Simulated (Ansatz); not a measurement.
# Relaxation of TePt

All numbers below come from DFT PBEsol, scalar-relativistic, plane waves, PAW in Ansatz 0.2.0. Settings: 420 eV cutoff, 12×12×8 k-mesh, Gaussian smearing of 0.10 eV, no spin polarisation.

What was changed: relaxed at 4 GPa.

Spin–orbit coupling is left out, which can shift energies with elements as heavy as these.

Command:

```bash
ansatz run input.yaml --threads 1 --pin off --max-ram 2560MiB --backend cpu --events-out ev --progress --plain --runs-dir out
```

Input:

```yaml
crystal:
  lattice:
    - [4.1833267722, 0.0, 0.0]
    - [-2.0916633861, 3.622867257, 0.0]
    - [0.0, 0.0, 5.4928234483]
  atoms:
    - { symbol: Te, position: [0.3333333333, 0.6666666667, 0.25] }
    - { symbol: Te, position: [0.6666666667, 0.3333333333, 0.75] }
    - { symbol: Pt, position: [0.0, 0.0, 0.0] }
    - { symbol: Pt, position: [0.0, 0.0, 0.5] }
basis:
  ecutwfc: 420
kpoints:
  mp_grid: { grid: [12, 12, 8] }
hamiltonian:
  xc: pbesol
scf:
  occupations: { method: gaussian, width: 0.1 }
output:
  forces: true
  stress: true
  eigenvalues: true
relax:
  adjacent_minimum: "off"
  f_tol: 0.008
  max_steps: 50
  cell: { stress_tol: 0.08, p_target: 4.0 }
```

F is the free energy. Steps run on the plane waves of an earlier cell, but the last one, and at times one on the way, on a freshly chosen basis, so a repeated geometry can differ a little in energy. The relaxation lowers the enthalpy F + PV at the target pressure, so F itself can rise.

Steps:

```
step F − F(1) (eV) largest force component (eV/Å) V (Å³/atom) P (GPa)
   1         0.0000                           0.000       20.812     4.10
   2        -0.0039                           0.000       20.851     3.78
   3        -0.0011                           0.000       20.822     4.00
   4        -0.0011                           0.000       20.822     4.00
```

Relaxed structure:

```xyz
4
Lattice="4.1808 0.0000 0.0000 -2.0904 3.6207 0.0000 0.0000 0.0000 5.5021" Properties=species:S:1:pos:R:3 pbc="T T T"
Te    0.0000    2.4138    1.3755
Te    2.0904    1.2069    4.1266
Pt    0.0000    0.0000    0.0000
Pt    0.0000    0.0000    2.7510
```

The structure is hexagonal, space group P6_3/mmc (No. 194). The conventional cell has a = 4.181 Å, b = 4.181 Å, c = 5.502 Å, α = 90.00°, β = 90.00°, γ = 120.00°. Te (site symmetry -6m2) has 6 Pt at 2.78 Å as nearest neighbours. Pt (site symmetry -3m) is surrounded by 2 Pt at 2.75 Å and 6 Te at 2.78 Å.

The run converged. The run took 49 s on 1 thread of Intel(R) Xeon(R) Platinum 8259CL CPU @ 2.50GHz (Skylake/Cascade Lake) (shared host), peak memory 0.6 GiB.